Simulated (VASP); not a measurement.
**VASP 6.6.1 run: RbCl**

INCAR

```
GGA = PE
IBRION = -1
LWAVE = .FALSE.
ISIF = 2
AMIX = 0.8
ENCUT = 520
LCHARG = .FALSE.
NELM = 120
ISMEAR = -1
LREAL = .FALSE.
SIGMA = 0.02
ALGO = Normal
LASPH = .TRUE.
NBANDS = 15
EDIFF = 1E-7
NSW = 0
PREC = Accurate
```

KPOINTS

```
KPOINTS created by Atomic Simulation Environment
0
Gamma
6 6 6
0 0 0
```

POSCAR

```
Rb Cl
 1.0000000000000000
    -0.0330581282000000    3.2727546904000002    3.2727546904000002
     3.2727546904000002   -0.0330581282000000    3.2727546904000002
     3.2727546904000002    3.2727546904000002   -0.0330581282000000
 Rb  Cl
   1   1
Cartesian
  0.0000000000000000  0.0000000000000000  0.0000000000000000
  3.2562256263000000  3.2562256263000000  3.2562256263000000
```

The recommended PBE PAW datasets give the neutral cell 16 valence electrons.

Command

```
mpirun -np 1 vasp_std
```

Question: Predict the outcome of this run.

Answer: It converged. Results: gap between bands v and c on the k mesh 4.99 eV; least direct gap on the k mesh 4.99 eV; pressure 0.9 GPa. Band v is the last that the valence electrons fill when counted band by band, and c is the next.

OSZICAR

```
N       E                     dE             d eps       ncg     rms          rms(c)
DAV:   1     0.809954389829E+02    0.80995E+02   -0.68986E+03   960   0.929E+02
DAV:   2    -0.167153912075E+01   -0.82667E+02   -0.75136E+02  1359   0.165E+02
DAV:   3    -0.690140176073E+01   -0.52299E+01   -0.52033E+01  1298   0.429E+01
DAV:   4    -0.702565549809E+01   -0.12425E+00   -0.12423E+00  1430   0.649E+00
DAV:   5    -0.702643528104E+01   -0.77978E-03   -0.77978E-03  1348   0.498E-01    0.318E+00
DAV:   6    -0.670115571945E+01    0.32528E+00   -0.19488E+00  1170   0.685E+00    0.359E+00
DAV:   7    -0.665653964215E+01    0.44616E-01   -0.20199E-01  1212   0.251E+00    0.130E+00
DAV:   8    -0.666446126249E+01   -0.79216E-02   -0.18651E-02  1044   0.896E-01    0.243E-01
DAV:   9    -0.666435821054E+01    0.10305E-03   -0.71053E-04  1324   0.198E-01    0.108E-01
DAV:  10    -0.666435543333E+01    0.27772E-05   -0.62116E-05  1125   0.620E-02    0.127E-02
DAV:  11    -0.666435653475E+01   -0.11014E-05   -0.59215E-06  1280   0.156E-02    0.445E-03
DAV:  12    -0.666435679257E+01   -0.25782E-06   -0.72233E-07  1309   0.507E-03    0.129E-03
DAV:  13    -0.666435667212E+01    0.12046E-06   -0.24095E-08  1047   0.130E-03    0.498E-04
DAV:  14    -0.666435667229E+01   -0.16757E-09   -0.26372E-09   704   0.314E-04
   1 F= -.66643567E+01 E0= -.66643567E+01  d E =-.105999E-12
```

For comparison, a separate PBE run of the intended cell, on usual settings and not on those above, gives a gap of 4.99 eV on its mesh and a pressure of 0.9 GPa.
